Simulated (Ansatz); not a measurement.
Relaxed structure of H2 on the (110) surface of CaF$_{2}$, one molecule per 42.3 Å² (the molecule's atoms stand last):

```
CELL_PARAMETERS angstrom
7.73478 0.00000 0.00000
0.00000 5.46932 0.00000
0.00000 0.00000 24.55109
ATOMIC_POSITIONS crystal
Ca 0.25000 0.50000 0.32585
Ca 0.75000 0.50000 0.32585
F 0.50000 0.75000 0.32585
F 0.00000 0.75000 0.32585
F 0.50000 0.25000 0.32585
F 0.00000 0.25000 0.32585
Ca 0.50000 0.00000 0.40461
Ca 0.00000 0.00000 0.40461
F 0.75000 0.25000 0.40461
F 0.25000 0.25000 0.40461
F 0.75000 0.75000 0.40461
F 0.25000 0.75000 0.40461
Ca 0.75000 0.50007 0.48716
Ca 0.25012 0.49957 0.48724
F 0.00020 0.74810 0.48336
F 0.49981 0.74850 0.48348
F 0.99983 0.25079 0.48316
F 0.50037 0.25089 0.48367
Ca 0.00034 0.99926 0.55622
Ca 0.49946 0.99958 0.55683
F 0.24848 0.23765 0.56329
F 0.75227 0.23898 0.56363
F 0.25001 0.76081 0.56389
F 0.74981 0.76163 0.56376
H 0.58472 0.25836 0.64653
H 0.49943 0.22727 0.65987
```

These are results of DFT PBE+D3(BJ), scalar-relativistic, plane waves, PAW (Ansatz 0.2.0), not measurements. Settings: cutoff 420 eV, Γ-centred mesh 2×3×1 on the computed 26-atom cell, Gaussian smearing of 0.05 eV; no spin polarisation. The cell repeats along c with a dipole correction in the vacuum.

The slab and the molecular layer are also computed alone at these places.

Q: How does the adsorption energy per molecule split into interaction and deformation?

A: E_ads = -0.122 eV: interaction of the rigid parts -0.125 eV, deformation of the slab +0.003 eV, deformation of the molecule with its lateral interactions 0.000 eV.

Q: How much charge moves across the plane at z = 14.86 Å, midway between slab and molecule?

A: No net charge (under 0.01 e); half the integral of |Δρ| is 0.05 e.